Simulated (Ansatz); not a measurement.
Ti3Ni in Ansatz: the effect of target pressure

The system is Ti3Ni.

```xyz
4
Lattice="3.9352 0.0000 0.0000 0.0000 3.9352 0.0000 0.0000 0.0000 3.9352" Properties=species:S:1:pos:R:3 pbc="T T T"
Ni    0.0000    0.0000    0.0000
Ti    1.9676    1.9676    0.0000
Ti    1.9676    0.0000    1.9676
Ti    0.0000    1.9676    1.9676
```

The cell comes from a database or a generator and needn't be the stable form of this composition.

Alike in all runs:

```yaml
Program: Ansatz 0.2.0
Task: relaxation of cell and atoms
Functional: PBEsol
Potentials_or_basis: Ansatz PAW
Cutoff: "420 eV (not typed: the program's choice for these potentials)"
k_mesh: 7 × 7 × 7
Occupations: fermi-dirac, width 0.05 eV
Spin: collinear spin, ferromagnetic start
Starting_moments: "[1.0, 1.0, 1.0, 1.0] μB"
```

Each run relaxes the cell or the atoms first.

| target pressure | relaxed volume (Å³/atom) |
| --- | --- |
| 0 GPa | ? |
| 2 GPa | 14.44 |
| 5 GPa | 14.16 |
| 10 GPa | 13.74 |
| 20 GPa | 13.04 |
| 30 GPa | 12.48 |

Task: What does the run with target pressure 0 GPa give?

Result: Relaxed volume 14.64 Å³/atom.

Worked out: In Murnaghan's law V^(-B') rises as a straight line in P. The other rows fit best with B' = 3.5, V0 = 14.64 Å³/atom and B0 = 140 GPa, which gives 14.64 Å³/atom at 0 GPa, against the run's 14.64.

Caveats: the plane-wave basis is chosen anew once the cell has moved, so the energies of steps on either side of that aren't comparable; the PAW data sets come from PBE, with cores solved anew for the run's functional, which leaves a small shift of forces and pressure; the starting moments weren't kept; the volume moved by over 15 % at a fixed basis, so the end points are rough (some runs).
